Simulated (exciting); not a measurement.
# CdTe (F-43m) in exciting: equation of state

Aim: energy against volume of CdTe in PBE, for its equilibrium volume and stiffness.

All numbers are computed with exciting (release sodium); they aren't measurements. Logs are shortened: lines on timing, memory, paths and dates and some standing lists are left out, and cuts for length are marked.

### Step 1. The structure

Symmetry: F-43m, No. 216, cubic system. The conventional cell has a = 6.410 Å, b = 6.410 Å, c = 6.410 Å, α = 90.00°, β = 90.00°, γ = 90.00°. Te (site symmetry -43m) is surrounded by 4 Cd at 2.78 Å. Around Cd (site symmetry -43m) lie 4 Te at 2.78 Å.

### Step 2. Equation of state, PBE, 30.95 Å³/atom (volume scaled by 0.94)

Input file input.xml:

```xml
<input>
  <title>CdTe</title>
  <structure speciespath="./" tshift="false">
    <crystal scale="1">
      <basevect>0.000000000000 5.932934022315 5.932934022315</basevect>
      <basevect>5.932934022315 0.000000000000 5.932934022315</basevect>
      <basevect>5.932934022315 5.932934022315 0.000000000000</basevect>
    </crystal>
    <species speciesfile="Te.xml" rmt="2.3">
      <atom coord="0.750000000000 0.750000000000 0.750000000000"/>
    </species>
    <species speciesfile="Cd.xml" rmt="2.3">
      <atom coord="0.000000000000 0.000000000000 0.000000000000"/>
    </species>
  </structure>
  <groundstate do="fromscratch" ngridk="7 7 7" rgkmax="9" gmaxvr="14" lmaxapw="10" lmaxmat="10" lmaxvr="8" xctype="GGA_PBE" stype="Fermi Dirac" swidth="0.00183747" nempty="10" ValenceRelativity="iora*" epsengy="1e-05" epspot="1e-05" maxscl="60" outputlevel="normal"/>
</input>
```

Potentials or basis: all-electron LAPW+lo, shipped species files, valence relativity iora*.

Command:

```
OMP_NUM_THREADS=1 exciting_smp
```

INFO.OUT:

```text
================================================================================
EXCITING SODIUM started
[... 10 lines left out ...]

 Lattice vectors (cartesian) :
      0.0000000000      5.9329340223      5.9329340223
      5.9329340223      0.0000000000      5.9329340223
      5.9329340223      5.9329340223      0.0000000000

 Reciprocal lattice vectors (cartesian) :
     -0.5295175442      0.5295175442      0.5295175442
      0.5295175442     -0.5295175442      0.5295175442
      0.5295175442      0.5295175442     -0.5295175442

 Unit cell volume                           :     417.6750679483
 Brillouin zone volume                      :       0.5938832180

 Species :    1 (Te)
     parameters loaded from                 :    Te.xml
     name                                   :    tellurium
     nuclear charge                         :     -52.00000000
     electronic charge                      :      52.00000000
     atomic mass                            :  232600.57070000
     muffin-tin radius                      :       2.30000000
     # of radial points in muffin-tin       :     400

     atomic positions (lattice) :
       1 :   0.75000000  0.75000000  0.75000000

 Species :    2 (Cd)
     parameters loaded from                 :    Cd.xml
     name                                   :    cadmium
     nuclear charge                         :     -48.00000000
     electronic charge                      :      48.00000000
     atomic mass                            :  204912.71750000
     muffin-tin radius                      :       2.30000000
     # of radial points in muffin-tin       :     400

     atomic positions (lattice) :
       1 :   0.00000000  0.00000000  0.00000000

 Total number of atoms per unit cell        :       2

 Spin treatment                             :    spin-unpolarised

 Number of Bravais lattice symmetries       :      48
 Number of crystal symmetries               :      24

 k-point grid                               :       7    7    7
 Total number of k-points                   :      30
 k-point set is reduced with crystal symmetries

 R^MT_min * |G+k|_max (rgkmax)              :       9.00000000
 Species with R^MT_min                      :       1 (Te)
 Maximum |G+k| for APW functions            :       3.91304348
 Maximum |G| for potential and density      :      14.00000000

 G-vector grid sizes                        :      40    40    40
 Total number of G-vectors                  :   19579

 Maximum angular momentum used for
     APW functions                          :      10
     computing H and O matrix elements      :      10
     potential and density                  :       8
     inner part of muffin-tin               :       2

 Total nuclear charge                       :    -100.00000000
 Total electronic charge                    :     100.00000000
 Total core charge                          :      66.00000000
 Total valence charge                       :      34.00000000

 Number of empty states                     :      10
 Total number of valence states             :      28

 Maximum Hamiltonian size                   :     462
 Maximum number of plane-waves              :     436
 Total number of local-orbitals             :      26

 Exchange-correlation type                  :      20
     Perdew-Burke-Ernzerhof, Phys. Rev. Lett. 77, 3865 (1996)
     Generalised gradient approximation (GGA)

 Smearing scheme                            :    Fermi-Dirac
 Smearing width                             :       0.00183747

 Using multisecant Broyden potential mixing
[... 16 lines left out ...]
+ SCF iteration number :    1                                                  +
++++++++++++++++++++++++++++++++++++++++++++++++++++++++++++++++++++++++++++++++
 Total energy                               :    -12391.04643846
 _______________________________________________________________
 Fermi energy                               :         0.18956487
 Kinetic energy                             :     13056.98636483
 Coulomb energy                             :    -25117.09197879
 Exchange energy                            :      -325.55093121
 Correlation energy                         :        -5.38989330

 DOS at Fermi energy (states/Ha/cell)       :         0.00003903

 Electron charges :
     core                                   :        66.00000000
     core leakage                           :         0.00335650
     valence                                :        34.00000000
     interstitial                           :         4.83152348
     charge in muffin-tin spheres :
                  atom     1    Te          :        49.23168139
                  atom     2    Cd          :        45.93679513
     total charge in muffin-tins            :        95.16847652
     total charge                           :       100.00000000

 Estimated fundamental gap                  :         0.04629398
        valence-band maximum at    1      0.0000  0.0000  0.0000
     conduction-band minimum at    1      0.0000  0.0000  0.0000

++++++++++++++++++++++++++++++++++++++++++++++++++++++++++++++++++++++++++++++++
+ SCF iteration number :    2                                                  +
++++++++++++++++++++++++++++++++++++++++++++++++++++++++++++++++++++++++++++++++
 Total energy                               :    -12392.62982884
 _______________________________________________________________
 Fermi energy                               :         0.18994111
 Kinetic energy                             :     13055.97754320
 Coulomb energy                             :    -25117.61986067
 Exchange energy                            :      -325.59655615
 Correlation energy                         :        -5.39095521

 DOS at Fermi energy (states/Ha/cell)       :         0.00010881

 Electron charges :
     core                                   :        66.00000000
     core leakage                           :         0.00334673
     valence                                :        34.00000000
     interstitial                           :         4.83123103
     charge in muffin-tin spheres :
                  atom     1    Te          :        49.16791059
                  atom     2    Cd          :        46.00085838
     total charge in muffin-tins            :        95.16876897
     total charge                           :       100.00000000

 RMS change in effective potential (target) :  0.359992E-01  ( 0.100000E-04)
 Absolute change in total energy   (target) :   1.58339      ( 0.100000E-04)
 Charge distance                   (target) :  0.162421E-02  ( 0.100000E-04)

++++++++++++++++++++++++++++++++++++++++++++++++++++++++++++++++++++++++++++++++
+ SCF iteration number :    3                                                  +
++++++++++++++++++++++++++++++++++++++++++++++++++++++++++++++++++++++++++++++++
 Total energy                               :    -12392.94521531
 _______________________________________________________________
 Fermi energy                               :         0.18993746
 Kinetic energy                             :     13055.65713132
 Coulomb energy                             :    -25117.60516083
 Exchange energy                            :      -325.60584667
 Correlation energy                         :        -5.39133914

 DOS at Fermi energy (states/Ha/cell)       :         0.00018978

 Electron charges :
     core                                   :        66.00000000
     core leakage                           :         0.00334152
     valence                                :        34.00000000
     interstitial                           :         4.83615098
     charge in muffin-tin spheres :
                  atom     1    Te          :        49.13752943
                  atom     2    Cd          :        46.02631959
     total charge in muffin-tins            :        95.16384902
     total charge                           :       100.00000000
[... 281 lines left out ...]
 RMS change in effective potential (target) :  0.115910E-07  ( 0.100000E-04)
 Absolute change in total energy   (target) :  0.235041E-05  ( 0.100000E-04)
 Charge distance                   (target) :  0.162199E-08  ( 0.100000E-04)

++++++++++++++++++++++++++++++++++++++++++++++++++++++++++++++++++++++++++++++++
+ SCF iteration number :   14                                                  +
++++++++++++++++++++++++++++++++++++++++++++++++++++++++++++++++++++++++++++++++
 Total energy                               :    -12392.95645454
 _______________________________________________________________
 Fermi energy                               :         0.18790893
 Kinetic energy                             :     13055.22485046
 Coulomb energy                             :    -25117.18826194
 Exchange energy                            :      -325.60147670
 Correlation energy                         :        -5.39156637

 DOS at Fermi energy (states/Ha/cell)       :         0.00028741

 Electron charges :
     core                                   :        66.00000000
     core leakage                           :         0.00332864
     valence                                :        34.00000000
     interstitial                           :         4.84582520
     charge in muffin-tin spheres :
                  atom     1    Te          :        49.11295868
                  atom     2    Cd          :        46.04121613
     total charge in muffin-tins            :        95.15417480
     total charge                           :       100.00000000

 RMS change in effective potential (target) :  0.209221E-08  ( 0.100000E-04)
 Absolute change in total energy   (target) :  0.168629E-05  ( 0.100000E-04)
 Charge distance                   (target) :  0.906455E-09  ( 0.100000E-04)

++++++++++++++++++++++++++++++++++++++++++++++++++++++++++++++++++++++++++++++++
| Convergency criteria checked for the last 2 iterations                       +
| Convergence targets achieved. Performing final SCF iteration                 +
++++++++++++++++++++++++++++++++++++++++++++++++++++++++++++++++++++++++++++++++
 Total energy                               :    -12392.95645407
 _______________________________________________________________
 Fermi energy                               :         0.18790893
 Kinetic energy                             :     13055.22485067
 Coulomb energy                             :    -25117.18826168
 Exchange energy                            :      -325.60147669
 Correlation energy                         :        -5.39156637

 DOS at Fermi energy (states/Ha/cell)       :         0.00028741

 Electron charges :
     core                                   :        66.00000000
     core leakage                           :         0.00332864
     valence                                :        34.00000000
     interstitial                           :         4.84582520
     charge in muffin-tin spheres :
                  atom     1    Te          :        49.11295868
                  atom     2    Cd          :        46.04121612
     total charge in muffin-tins            :        95.15417480
     total charge                           :       100.00000000

++++++++++++++++++++++++++++++++++++++++++++++++++++++++++++++++++++++++++++++++
[... 9 lines left out ...]
| EXCITING SODIUM stopped                                                      =
================================================================================
```

Wall time 1.8 min (1 thread of Arm Neoverse V2, shared host); peak memory 0.15 GiB.

Results:

- Free energy: -337229.5248 eV
- Band gap on the k mesh: 1.06 eV, direct
- All electrons inside the program's atomic spheres: Te 49.11; Cd 46.04 (radii Te 2.3, Cd 2.3 bohr)

Caveat: spin-orbit coupling is left out, which moves the levels of the heavy elements.

[end of part 1 of 2]
